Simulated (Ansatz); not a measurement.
# Au(111) with 4 layers of random Au-Ru, 2x2: scattering by chemical disorder

Aim: the residual resistivity of a random alloy, from Au(111) with 4 layers of random Au-Ru, 2x2 and longer regions.

Calculated with Ansatz 0.2.0; Ansatz plane-wave DFT, PBE, PAW files; ballistic transport by layer matching (Landauer), zero bias.

## Step 1: The starting structure

The cell holds 40 atoms: 28 Au and 12 Ru. Its edges and angles: a = 5.768 Å, b = 5.768 Å, c = 23.605 Å, α = 93.5°, β = 86.5°, γ = 120.0°. It derives from Au. Regions: lead, 24 atoms (24 Au); scattering region, 16 atoms (12 Ru and 4 Au). The structure is stacked along c, and the current runs across the ab planes.

## Step 2: With 4 alloy layers

In 4 layers a share of 0.75 of the sites is given to Ru at random. The layers about the cell's end stay perfect and serve as the lead. Disorder leaves little or no symmetry, which makes such runs dear. Energies from -0.05 to 0.05 eV in steps of 0.05 eV are too few for the program's thermal sum, so it prints no conductance; for a metal the transmission near the Fermi level serves, at a fraction of the cost.

Input file input.yaml:

```yaml
crystal:
  lattice:
    - [5.7675164607, 0.0, 0.0]
    - [-2.8837582304, 4.9948157718, 0.0]
    - [1.4418791152, -0.8324692953, 23.5457873532]
  atoms:
    - { symbol: Au, position: [0.9916666667, 0.0083333333, 0.05] }
    - { symbol: Au, position: [0.9916666667, 0.5083333333, 0.05] }
    - { symbol: Au, position: [0.4916666667, 0.0083333333, 0.05] }
    - { symbol: Au, position: [0.4916666667, 0.5083333333, 0.05] }
    - { symbol: Au, position: [0.1416666667, 0.3583333333, 0.15] }
    - { symbol: Au, position: [0.1416666667, 0.8583333333, 0.15] }
    - { symbol: Au, position: [0.6416666667, 0.3583333333, 0.15] }
    - { symbol: Au, position: [0.6416666667, 0.8583333333, 0.15] }
    - { symbol: Au, position: [0.2916666667, 0.2083333333, 0.25] }
    - { symbol: Au, position: [0.2916666667, 0.7083333333, 0.25] }
    - { symbol: Au, position: [0.7916666667, 0.2083333333, 0.25] }
    - { symbol: Au, position: [0.7916666667, 0.7083333333, 0.25] }
    - { symbol: Ru, position: [0.9416666667, 0.0583333333, 0.35] }
    - { symbol: Au, position: [0.9416666667, 0.5583333333, 0.35] }
    - { symbol: Ru, position: [0.4416666667, 0.0583333333, 0.35] }
    - { symbol: Ru, position: [0.4416666667, 0.5583333333, 0.35] }
    - { symbol: Ru, position: [0.0916666667, 0.4083333333, 0.45] }
    - { symbol: Au, position: [0.0916666667, 0.9083333333, 0.45] }
    - { symbol: Ru, position: [0.5916666667, 0.4083333333, 0.45] }
    - { symbol: Ru, position: [0.5916666667, 0.9083333333, 0.45] }
    - { symbol: Ru, position: [0.2416666667, 0.2583333333, 0.55] }
    - { symbol: Ru, position: [0.2416666667, 0.7583333333, 0.55] }
    - { symbol: Au, position: [0.7416666667, 0.2583333333, 0.55] }
    - { symbol: Ru, position: [0.7416666667, 0.7583333333, 0.55] }
    - { symbol: Ru, position: [0.8916666667, 0.1083333333, 0.65] }
    - { symbol: Ru, position: [0.8916666667, 0.6083333333, 0.65] }
    - { symbol: Au, position: [0.3916666667, 0.1083333333, 0.65] }
    - { symbol: Ru, position: [0.3916666667, 0.6083333333, 0.65] }
    - { symbol: Au, position: [0.0416666667, 0.4583333333, 0.75] }
    - { symbol: Au, position: [0.0416666667, 0.9583333333, 0.75] }
    - { symbol: Au, position: [0.5416666667, 0.4583333333, 0.75] }
    - { symbol: Au, position: [0.5416666667, 0.9583333333, 0.75] }
    - { symbol: Au, position: [0.1916666667, 0.3083333333, 0.85] }
    - { symbol: Au, position: [0.1916666667, 0.8083333333, 0.85] }
    - { symbol: Au, position: [0.6916666667, 0.3083333333, 0.85] }
    - { symbol: Au, position: [0.6916666667, 0.8083333333, 0.85] }
    - { symbol: Au, position: [0.8416666667, 0.1583333333, 0.95] }
    - { symbol: Au, position: [0.8416666667, 0.6583333333, 0.95] }
    - { symbol: Au, position: [0.3416666667, 0.1583333333, 0.95] }
    - { symbol: Au, position: [0.3416666667, 0.6583333333, 0.95] }
kpoints:
  mp_grid: { grid: [5, 5, 1] }
hamiltonian:
  xc: pbe
scf:
  occupations: { method: fermi_dirac, width: 0.1 }
output:
  transmission:
    leads: [[0, 4]]
    kmesh: [10, 10]
    e_range: [-0.05, 0.05]
    de: 0.05
  write_potential: true
  write_density: true
  volumetric_format: npy
```

On the command line:

```console
$ ansatz run input.yaml --threads 4 --pin off --max-ram 15360MiB --backend cpu --events-out ev --progress --plain --runs-dir out
```

Numbers of over 12 decimals in the logs are rounded to 6 here.

Log:

```text
Engine: ansatz 0.2.0, aarch64-unknown-linux-gnu
Pseudopotentials: kind: paw
Pseudopotential: Au, paw, valence charge 19, recommended cutoff 420 eV (normal), Au.paw.azcp
Pseudopotential: Ru, paw, valence charge 16, recommended cutoff 420 eV (normal), Ru.paw.azcp
Functional definition: PBE
  parameter kappa = 0.804
  parameter beta = 0.066725
  exchange = pbe_x(kappa = kappa, mu = beta*pi^2/3)
  correlation = pbe_c(beta = beta)
Crystal: 40 atoms, lattice volume = 678.300 Å³
Basis set: ecut = 420 eV, 13321 PW (Γ)
Bands: 435, of which v1, the nominal top of the filled ones, is band 362 counted from 1 (361 counted from 0)
Symmetry: 2 space group operations
Space group: C2 (ITA 5), of the structure as read, at distance tolerance 8.8e-5 Å
k-points: 9 of 25 (time reversal used)
Non-local potential: Au, projectors of the file, l = 0: 3, l = 1: 2, l = 2: 2, l = 3: 1
Non-local potential: Ru, projectors of the file, l = 0: 3, l = 1: 2, l = 2: 2, l = 3: 1
PAW form: soft (Blöchl's): semilocal exchange-correlation on the pseudo side does not see the compensation charge
PAW one-centre angular grid: Au, 590 points (default); XC on 64 Gauss nodes
PAW one-centre angular grid: Ru, 590 points (default); XC on 64 Gauss nodes
Initial density: superposition of atomic densities (neutral atoms: chi_scale 0, normalization atom), corrected by the library's trained network
Initial wavefunctions: pseudopotential atomic-orbital guess
Functional: x = pbe(κ = 0.804, μ = 0.219515), c = pbe(β = 0.066725)
SCF iter   1: F=—  HF=-438715.216675 eV  |F-HF|=—  |Δ(HF+E_count)|=         —  Δρ=1.11e-2  dr2=2.73e1  ethr=1.77e-3  ⟨swp⟩=4.0  Hψ=11388  notcnv=0  defer=208
preconditioner: auto → Kerker (q_TF=auto, 2.758 Å⁻¹)  [metal: Δε(μ)=0.019 eV  Ē_g=8.191 eV  σ=0.100 eV  W_gap=0.05  n_scr=254 (ndim 8)  ℏωp=28.7 eV  f_vac=0.000  D(μ)=37.71/eV (n_scr^D=344)]
SCF iter   2: F=—  HF=-438715.095538 eV  |F-HF|=—  |Δ(HF+E_count)|=   1.21e-1  Δρ=5.61e-3  dr2=1.12e1  ethr=1.77e-3  ⟨swp⟩=1.0  Hψ=4509  notcnv=0  defer=213
SCF iter   3: F=—  HF=-438715.001315 eV  |F-HF|=—  |Δ(HF+E_count)|=   9.42e-2  Δρ=1.16e-3  dr2=7.41e-1  ethr=1.55e-3  ⟨swp⟩=1.0  Hψ=3572  notcnv=0  defer=228
SCF iter   4: F=—  HF=-438714.989199 eV  |F-HF|=—  |Δ(HF+E_count)|=   1.21e-2  Δρ=4.18e-4  dr2=3.32e-2  ethr=1.02e-4  ⟨swp⟩=1.0  Hψ=3572  notcnv=0  defer=296
SCF iter   5: F=—  HF=-438714.988676 eV  |F-HF|=—  |Δ(HF+E_count)|=   5.22e-4  Δρ=1.39e-4  dr2=7.39e-4  ethr=4.59e-6  ⟨swp⟩=1.0  Hψ=3572  notcnv=0  defer=296
SCF iter   6: F=—  HF=-438714.988618 eV  |F-HF|=—  |Δ(HF+E_count)|=   5.83e-5  Δρ=4.14e-5  dr2=8.33e-5  ethr=1.02e-7  ⟨swp⟩=1.7  Hψ=3864  notcnv=0  defer=296
SCF iter   7: F=—  HF=-438714.989014 eV  |F-HF|=—  |Δ(HF+E_count)|=   3.96e-4  Δρ=1.25e-5  dr2=5.08e-6  ethr=1.15e-8  ⟨swp⟩=1.3  Hψ=4235  notcnv=0  defer=308
SCF iter   8: F=—  HF=-438714.989013 eV  |F-HF|=—  |Δ(HF+E_count)|=   3.41e-7  Δρ=4.51e-6  dr2=7.71e-7  ethr=7.02e-10  ⟨swp⟩=2.2  Hψ=4629  notcnv=0  defer=308
SCF iter   9: F=—  HF=-438714.989013 eV  |F-HF|=—  |Δ(HF+E_count)|=   3.56e-8  Δρ=1.36e-6  dr2=1.01e-7  ethr=1.06e-10  ⟨swp⟩=1.6  Hψ=4223  notcnv=0  defer=308
SCF iter  10: F=-438714.989013 eV  HF=-438714.989013 eV  |F-HF|=1.04e-8  |Δ(HF+E_count)|=   6.40e-9  Δρ=4.33e-7  dr2=1.10e-8  ethr=1.38e-11  ⟨swp⟩=8.0  Hψ=11252  notcnv=0
SCF 1 converged in 10 iterations: F = -438714.989013 eV  dr2 = 1.10e-8
  greatest PAW one-centre occupation: 1.000 electrons in one spin orbital (limit 2), on the Au atom at site 22 (counted from 0), in its partial waves of l = 0
transmission: 178 of 1768 steps passed
transmission: 354 of 1768 steps passed
[...]
transmission: 1768 of 1768 steps passed
SCF converged after 10 iterations
Free energy (F): -438714.989013 eV
Harris-Foulkes:  -438714.989013 eV  (|F-HF|=1.04e-8)
Internal energy: -438713.771373 eV  (E = F + TS)
E sigma→0 (E₀):  -438714.380193 eV
Entropy (-TS):   -1.217641 eV (-30.441 meV/atom)
Fermi energy:    19.839795 eV
--- Per-component energies (eV) ---
  E_band       = -7430.408750
  E_kinetic    = 23040.482078
  E_local      = -71515.974233  (includes V_loc(G=0)·N_el)
  E_nonlocal   = 6200.223535
  E_hartree    = 29081.055132
  E_xc         = -8644.529946
  E_vxc        = -10541.798104  (∫ρ·V_xc dr)
  E_paw        = -313312.170904  (= ΣΔE_a)
  E_vpaw       = -12775.488036  (= ΣTr[D̂ρ^β])
  E_aug_tail   = 0.039012  (compensation charges beyond the density's cutoff)
  E_ewald      = -103562.896047
  E_smearing   = -1.217641  (= −TS)
  E_closure    = -0.000000  (closes the sum)
  Σ components = -438714.989013   (vs F -438714.989013, Δ=0.00e0)
--- Band table (eV; the first three rows and the last of 9) ---
  k-point 0: bands = [... 358 lower, 20.1117, 20.1503, 20.2553, 20.2955, 20.3007, 20.3418, 20.3539, 20.3903, ... 69 higher]
  k-point 1: bands = [... 358 lower, 19.8686, 19.8890, 19.9494, 20.0053, 20.0335, 20.0805, 20.0946, 20.1488, ... 69 higher]
  k-point 2: bands = [... 358 lower, 19.5871, 19.6339, 19.6526, 19.6977, 19.7265, 19.7657, 19.7914, 19.8776, ... 69 higher]
  k-point 8: bands = [... 358 lower, 19.5670, 19.6327, 19.6552, 19.6697, 19.7056, 19.7197, 19.7414, 19.8819, ... 69 higher]
--- Transmission ---
  basis      : 253 plane waves across, 34 finite elements along
  points     : 52, standing for a mesh of 10 x 10
  energies   : 3 from -0.050000 to 0.050000 eV about the Fermi level, 0.050000 eV apart; the leads are filled to 0.000000 eV, and channels, transmission and decay are at 0.000000 eV
  crystal 0  : Au4, at the sites [0, 4], period 2.3546 Å, over 14.13 Å; its Hamiltonian steps by up to 20.0 meV
    offset         : up to 0.0000 Å between an atom of the period and one for which it stands
    channels       : 3.210000e0 a spin
    conductance    : none, the energies end too early or step too widely for 300 K: set another output.transmission.e_range or a lower de, or, where they end at an eighth of basis.ecutwfc, a higher one
  junction   : crystal 0 to crystal 0, 0.70 to 21.89 Å
    transmission   : 1.623524e0 a spin
    conductance    : none, the energies end too early or step too widely for 300 K: set another output.transmission.e_range or a lower de, or, where they end at an eighth of basis.ecutwfc, a higher one
```

Wall time 7.2 min (4 threads of Arm Neoverse V2, shared host); peak memory 5.8 GiB.

Numbers from this step:

```yaml
free_energy: -438714.9890 eV
energy_at_zero_smearing: -438714.3802 eV
fermi_energy: 19.84 eV
cell_area: 28.81 Å²
transmission_per_spin_nearest_the_fermi_level: 1.624
open_channels_per_spin_nearest_the_fermi_level: 3.21
step_of_the_lead_s_potential: 20 meV
```

Per spin. Transmission, zone mean against energy, zero at the Fermi level:

```csv
energy (eV),"transmission, zone mean"
-0.0500,1.63
0.0000,1.62
0.0500,1.55
```

Per spin. The open channels, zone mean, lead stays at 3.21 for energy from -0.05 to 0.05 eV.

Open channels over k1 and k2. At 0.0000 eV from the Fermi level.

Values, 10 rows by 10 columns:
```
3.00 4.00 3.00 3.00 3.00 4.00 3.00 3.00 3.00 3.00
3.00 3.00 4.00 3.00 3.00 4.00 3.00 3.00 3.00 3.00
3.00 3.00 3.00 4.00 3.00 4.00 3.00 3.00 3.00 3.00
3.00 3.00 3.00 3.00 3.00 3.00 3.00 3.00 3.00 3.00
4.00 4.00 4.00 4.00 3.00 3.00 3.00 4.00 4.00 4.00
3.00 3.00 3.00 3.00 3.00 3.00 3.00 3.00 3.00 3.00
3.00 3.00 3.00 3.00 3.00 4.00 3.00 4.00 3.00 3.00
3.00 3.00 3.00 3.00 3.00 4.00 3.00 3.00 4.00 3.00
3.00 3.00 3.00 3.00 3.00 4.00 3.00 3.00 3.00 4.00
4.00 3.00 3.00 3.00 3.00 4.00 3.00 3.00 3.00 3.00
```
Columns: k1 (b1) from -0.5 to 0.4; rows upwards: k2 (b2) from -0.5 to 0.4.

Over the solved energies the transmission per spin lies between 1.55 and 1.63, out of 3.21 channels of the lead on average (up to 3.21).

## Step 3: With 8 alloy layers

In 8 layers a share of 0.75 of the sites is given to Ru at random. A fresh draw is used; the growth of the resistance with length is what counts.

System of this step: Au(111) with 8 layers of random Au-Ru, 2x2. The cell holds 56 atoms: 32 Au and 24 Ru. Its edges and angles: a = 5.768 Å, b = 5.768 Å, c = 33.006 Å, α = 87.5°, β = 92.5°, γ = 120.0°. It derives from Au. Regions: lead, 24 atoms (24 Au); scattering region, 32 atoms (8 Au and 24 Ru). The structure is stacked along c, and the current runs across the ab planes.

Input file input.yaml:

```yaml
crystal:
  lattice:
    - [5.7675164607, 0.0, 0.0]
    - [-2.8837582304, 4.9948157718, 0.0]
    - [-1.4418791152, 0.8324692953, 32.9641022945]
  atoms:
    - { symbol: Au, position: [0.005952381, 0.994047619, 0.0357142857] }
    - { symbol: Au, position: [0.005952381, 0.494047619, 0.0357142857] }
    - { symbol: Au, position: [0.505952381, 0.994047619, 0.0357142857] }
    - { symbol: Au, position: [0.505952381, 0.494047619, 0.0357142857] }
    - { symbol: Au, position: [0.1845238095, 0.3154761905, 0.1071428571] }
    - { symbol: Au, position: [0.1845238095, 0.8154761905, 0.1071428571] }
    - { symbol: Au, position: [0.6845238095, 0.3154761905, 0.1071428571] }
    - { symbol: Au, position: [0.6845238095, 0.8154761905, 0.1071428571] }
    - { symbol: Au, position: [0.3630952381, 0.1369047619, 0.1785714286] }
    - { symbol: Au, position: [0.3630952381, 0.6369047619, 0.1785714286] }
    - { symbol: Au, position: [0.8630952381, 0.1369047619, 0.1785714286] }
    - { symbol: Au, position: [0.8630952381, 0.6369047619, 0.1785714286] }
    - { symbol: Au, position: [0.0416666667, 0.9583333333, 0.25] }
    - { symbol: Ru, position: [0.0416666667, 0.4583333333, 0.25] }
    - { symbol: Ru, position: [0.5416666667, 0.9583333333, 0.25] }
    - { symbol: Ru, position: [0.5416666667, 0.4583333333, 0.25] }
    - { symbol: Ru, position: [0.2202380952, 0.2797619048, 0.3214285714] }
    - { symbol: Ru, position: [0.2202380952, 0.7797619048, 0.3214285714] }
    - { symbol: Ru, position: [0.7202380952, 0.2797619048, 0.3214285714] }
    - { symbol: Au, position: [0.7202380952, 0.7797619048, 0.3214285714] }
    - { symbol: Ru, position: [0.3988095238, 0.1011904762, 0.3928571429] }
    - { symbol: Ru, position: [0.3988095238, 0.6011904762, 0.3928571429] }
    - { symbol: Ru, position: [0.8988095238, 0.1011904762, 0.3928571429] }
    - { symbol: Au, position: [0.8988095238, 0.6011904762, 0.3928571429] }
    - { symbol: Ru, position: [0.0773809524, 0.9226190476, 0.4642857143] }
    - { symbol: Ru, position: [0.0773809524, 0.4226190476, 0.4642857143] }
    - { symbol: Au, position: [0.5773809524, 0.9226190476, 0.4642857143] }
    - { symbol: Ru, position: [0.5773809524, 0.4226190476, 0.4642857143] }
    - { symbol: Ru, position: [0.255952381, 0.244047619, 0.5357142857] }
    - { symbol: Ru, position: [0.255952381, 0.744047619, 0.5357142857] }
    - { symbol: Ru, position: [0.755952381, 0.244047619, 0.5357142857] }
    - { symbol: Ru, position: [0.755952381, 0.744047619, 0.5357142857] }
    - { symbol: Au, position: [0.4345238095, 0.0654761905, 0.6071428571] }
    - { symbol: Ru, position: [0.4345238095, 0.5654761905, 0.6071428571] }
    - { symbol: Au, position: [0.9345238095, 0.0654761905, 0.6071428571] }
    - { symbol: Ru, position: [0.9345238095, 0.5654761905, 0.6071428571] }
    - { symbol: Ru, position: [0.1130952381, 0.8869047619, 0.6785714286] }
    - { symbol: Ru, position: [0.1130952381, 0.3869047619, 0.6785714286] }
    - { symbol: Ru, position: [0.6130952381, 0.8869047619, 0.6785714286] }
    - { symbol: Ru, position: [0.6130952381, 0.3869047619, 0.6785714286] }
    - { symbol: Ru, position: [0.2916666667, 0.2083333333, 0.75] }
    - { symbol: Ru, position: [0.2916666667, 0.7083333333, 0.75] }
    - { symbol: Au, position: [0.7916666667, 0.2083333333, 0.75] }
    - { symbol: Au, position: [0.7916666667, 0.7083333333, 0.75] }
    - { symbol: Au, position: [0.4702380952, 0.0297619048, 0.8214285714] }
    - { symbol: Au, position: [0.4702380952, 0.5297619048, 0.8214285714] }
    - { symbol: Au, position: [0.9702380952, 0.0297619048, 0.8214285714] }
    - { symbol: Au, position: [0.9702380952, 0.5297619048, 0.8214285714] }
    - { symbol: Au, position: [0.1488095238, 0.8511904762, 0.8928571429] }
    - { symbol: Au, position: [0.1488095238, 0.3511904762, 0.8928571429] }
    - { symbol: Au, position: [0.6488095238, 0.8511904762, 0.8928571429] }
    - { symbol: Au, position: [0.6488095238, 0.3511904762, 0.8928571429] }
    - { symbol: Au, position: [0.3273809524, 0.1726190476, 0.9642857143] }
    - { symbol: Au, position: [0.3273809524, 0.6726190476, 0.9642857143] }
    - { symbol: Au, position: [0.8273809524, 0.1726190476, 0.9642857143] }
    - { symbol: Au, position: [0.8273809524, 0.6726190476, 0.9642857143] }
kpoints:
  mp_grid: { grid: [5, 5, 1] }
hamiltonian:
  xc: pbe
scf:
  occupations: { method: fermi_dirac, width: 0.1 }
output:
  transmission:
    leads: [[0, 4]]
    kmesh: [10, 10]
    e_range: [-0.05, 0.05]
    de: 0.05
  write_potential: true
  write_density: true
  volumetric_format: npy
```

Log:

```text
[...]
Crystal: 56 atoms, lattice volume = 949.619 Å³
Basis set: ecut = 420 eV, 18659 PW (Γ)
Bands: 596, of which v1, the nominal top of the filled ones, is band 496 counted from 1 (495 counted from 0)
Symmetry: 1 space group operations
[...]
k-points: 13 of 25 (time reversal used)
[...]
SCF iter   1: F=—  HF=-561848.546534 eV  |F-HF|=—  |Δ(HF+E_count)|=         —  Δρ=1.34e-2  dr2=1.06e2  ethr=1.77e-3  ⟨swp⟩=4.0  Hψ=22000  notcnv=0  defer=326
[...]
SCF iter  10: F=-561848.055453 eV  HF=-561848.055453 eV  |F-HF|=2.55e-8  |Δ(HF+E_count)|=   6.05e-9  Δρ=4.40e-7  dr2=2.67e-8  ethr=1.01e-11  ⟨swp⟩=7.5  Hψ=21232  notcnv=0
SCF 1 converged in 10 iterations: F = -561848.055453 eV  dr2 = 2.67e-8
[...]
transmission: 310 of 3068 steps passed
transmission: 616 of 3068 steps passed
[...]
transmission: 3068 of 3068 steps passed
SCF converged after 10 iterations
Free energy (F): -561848.055453 eV
[...]
Internal energy: -561846.019755 eV  (E = F + TS)
E sigma→0 (E₀):  -561847.037604 eV
Entropy (-TS):   -2.035698 eV (-36.352 meV/atom)
Fermi energy:    19.462406 eV
[...]
--- Band table (eV; the first three rows and the last of 13) ---
  k-point 0: bands = [... 492 lower, 19.7868, 19.8188, 19.8494, 19.8573, 19.8914, 19.9120, 19.9237, 19.9633, ... 96 higher]
  k-point 1: bands = [... 492 lower, 19.5665, 19.6113, 19.6337, 19.6631, 19.6955, 19.7068, 19.7295, 19.7536, ... 96 higher]
  k-point 2: bands = [... 492 lower, 19.2135, 19.2432, 19.2619, 19.2896, 19.3031, 19.3347, 19.3718, 19.3865, ... 96 higher]
  k-point 12: bands = [... 492 lower, 19.3529, 19.3724, 19.3986, 19.4396, 19.4567, 19.4976, 19.5183, 19.5269, ... 96 higher]
--- Transmission ---
  basis      : 253 plane waves across, 59 finite elements along
  points     : 52, standing for a mesh of 10 x 10
[...]
channels       : 3.210000e0 a spin
[...]
junction   : crystal 0 to crystal 0, 0.70 to 31.31 Å
    transmission   : 1.367958e0 a spin
[...]
```

Wall time 13 min (4 threads); peak memory 11 GiB; 51 min of CPU time.

This step gave:

| Item | Value |
| --- | --- |
| free energy | -561848.0555 eV |
| energy at zero smearing | -561847.0376 eV |
| Fermi energy | 19.46 eV |
| transmission per spin nearest the Fermi level | 1.368 |
| step of the lead's potential | 14.9 meV |

Per spin. The transmission, zone mean by energy, zero at the Fermi level:

```csv
energy (eV),"transmission, zone mean"
-0.0500,1.30
0.0000,1.37
0.0500,1.41
```

Over the solved energies the transmission per spin lies between 1.30 and 1.41, out of 3.21 channels of the lead on average (up to 3.21).

(Continued in part 2 of 2.)

[Logs are printed without paths, hosts, clocks, repeated set-up lines and the standing remarks that a program may print on its own settings, such as how far it seeks lower states.]

[Hosts, paths, dates, database ids (printed as entryN), source tags and the programs' standing remarks are cut or masked in the printed files.]
